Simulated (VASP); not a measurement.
## YN under changes of volume

One of the cells (14.790 Å³/atom); the others are scaled copies at fixed shape and fractional positions:

```
Y N
1.0
     0.00000    2.45465    2.45465
     2.45465    0.00000    2.45465
     2.45465    2.45465    0.00000
Y N
1 1
Direct
  0.00000 0.00000 0.00000
  0.50000 0.50000 0.50000
```

```yaml
Program: VASP 6.6.1
Functional: PBE
Potentials_or_basis: VASP PAW PBE potentials, release 64 (Y_sv, N)
Cutoff: 520 eV
k_mesh: 9 × 9 × 9
Occupations: fermi-dirac, width 0.05 eV
Spin: no spin polarisation
```

| volume (Å³/atom) | energy over the lowest point (meV/atom) | pressure (GPa) | gap on the mesh (eV) |
| --- | --- | --- | --- |
| 13.630 | 48.66 | 14.8 | 0.12 |
| 13.920 | 25.81 | 10.4 | 0.16 |
| 14.210 | 10.57 | 6.4 | 0.20 |
| 14.790 | 0.00 | -0.5 | 0.27 |
| 15.080 | ? | ? | ? |
| 15.370 | 11.86 | -6.0 | 0.33 |

Question: What does the run at 15.080 Å³/atom give?

Answer: Energy over the lowest point 3.40 meV/atom; pressure -3.4 GPa; gap on the mesh 0.30 eV.

Worked out: A Birch-Murnaghan fit of order 3 (a polynomial in V^(-2/3)) to the other rows has its minimum at 14.75 Å³/atom with B0 = V·E''(V) = 159 GPa and B' = 4.2. It gives 3.40 meV/atom at 15.080 Å³/atom, against the run's 3.40, and -dE/dV = -3.3 GPa, against -3.4. A straight line through the other rows of the gap, of slope 1.75 eV per unit of ln V, gives 0.30 eV, against the run's 0.30.

Energies are extrapolated to zero smearing.

Caveats: an odd mesh through Γ misses points on the zone boundary, where band edges often lie. Spin-orbit coupling on Y is left out.
